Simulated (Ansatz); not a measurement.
Ansatz input file:

```yaml
crystal:
  lattice:
    - [0.0, 2.6312385792, 2.6312385792]
    - [2.6312385792, 0.0, 2.6312385792]
    - [2.6312385792, 2.6312385792, 0.0]
  atoms:
    - { symbol: Li, position: [0.0, 0.0, 0.0] }
    - { symbol: Cl, position: [0.5, 0.5, 0.5] }
basis:
  ecutwfc: 420
kpoints:
  mp_grid: { grid: [8, 8, 8] }
hamiltonian:
  xc: pbesol
scf:
  occupations: { method: gaussian, width: 0.02 }
output:
  forces: true
  stress: true
  eigenvalues: true
```

Run as
```bash
ansatz run input.yaml --threads 1 --pin off --max-ram 1331MiB --backend cpu --events-out ev --progress --plain --runs-dir out
```

The calculation used DFT PBEsol, scalar-relativistic, plane waves, PAW (Ansatz).

Part of what the program printed, abridged (iterations and final results):

```
SCF iter   1: F=—  HF=-1267.440990 eV  |F-HF|=—  |Δ(HF+E_count)|=         —  Δρ=3.53e-3  dr2=6.33e-3  ethr=1.77e-3  ⟨swp⟩=6.5  Hψ=1801  notcnv=0
SCF iter   2: F=—  HF=-1267.438379 eV  |F-HF|=—  |Δ(HF+E_count)|=   2.61e-3  Δρ=1.09e-3  dr2=2.85e-4  ethr=6.33e-5  ⟨swp⟩=2.9  Hψ=720  notcnv=0
SCF iter   3: F=—  HF=-1267.438298 eV  |F-HF|=—  |Δ(HF+E_count)|=   8.05e-5  Δρ=3.51e-4  dr2=2.48e-5  ethr=2.85e-6  ⟨swp⟩=2.1  Hψ=338  notcnv=0
SCF iter   4: F=—  HF=-1267.438281 eV  |F-HF|=—  |Δ(HF+E_count)|=   1.70e-5  Δρ=3.14e-5  dr2=4.64e-7  ethr=2.48e-7  ⟨swp⟩=2.2  Hψ=305  notcnv=0
SCF iter   5: F=-1267.438281 eV  HF=-1267.438281 eV  |F-HF|=6.60e-8  |Δ(HF+E_count)|=   1.77e-7  Δρ=1.35e-5  dr2=8.91e-8  ethr=4.64e-9  ⟨swp⟩=2.0  Hψ=377  notcnv=0
SCF iter   6: F=-1267.438281 eV  HF=-1267.438281 eV  |F-HF|=5.40e-10  |Δ(HF+E_count)|=   3.13e-8  Δρ=1.77e-6  dr2=9.55e-10  ethr=8.91e-10  ⟨swp⟩=2.4  Hψ=876  notcnv=0
SCF 1 converged in 6 iterations: F = -1267.438281 eV  dr2 = 9.55e-10
SCF converged after 6 iterations
Free energy (F): -1267.438281 eV
Harris-Foulkes:  -1267.438281 eV  (|F-HF|=5.40e-10)
Internal energy: -1267.438281 eV  (E = F + TS)
E sigma→0 (E₀):  -1267.438281 eV
Fermi energy:    3.883321 eV
--- Per-component energies (eV) ---
  E_band       = -107.956758
  E_kinetic    = 182.167899
  E_local      = -340.156643  (includes V_loc(G=0)·N_el)
  E_nonlocal   = -4.311124
  E_hartree    = 99.375245
  E_xc         = -116.684344
  E_vxc        = -135.278425  (∫ρ·V_xc dr)
  E_paw        = -661.470213  (= ΣΔE_a)
  E_vpaw       = -9.128672  (= ΣTr[D̂ρ^β])
  E_aug_tail   = 0.000114  (compensation charges beyond the density's cutoff)
  E_ewald      = -426.437647
  E_core_change = 0.078432  (= ΣΔE_core)
  E_smearing   =  0.000000  (= −TS)
--- Forces (eV/Å), atoms counted from 1 ---
  atom   1  Li     0.00000000     0.00000000     0.00000000
  atom   2  Cl     0.00000000     0.00000000     0.00000000
--- Stress (GPa, compression-positive) ---
       -3.145033       0.000000       0.000000
        0.000000      -3.145033       0.000000
        0.000000       0.000000      -3.145033
  P = ⅓ Tr σ = -3.1450 GPa (-31.450 kbar)
--- Band table (eV; the first three rows and the last of 29) ---
  k-point 0: bands = ["-41.9601", "-12.1148", "1.0230", "1.0230", "1.0230", "6.7436", "12.6136", "12.6136", "12.6136"]
  k-point 1: bands = ["-41.9598", "-12.0498", "0.5351", "0.9864", "0.9864", "7.2078", "11.8231", "12.5020", "12.5020"]
  k-point 2: bands = ["-41.9591", "-11.8854", "-0.4316", "0.9024", "0.9024", "7.7617", "11.4267", "11.4267", "11.4728"]
  k-point 28: bands = ["-41.9575", "-11.4368", "-0.8853", "-0.8853", "0.0630", "10.1276", "10.8064", "10.9960", "10.9960"]
```

The run converged.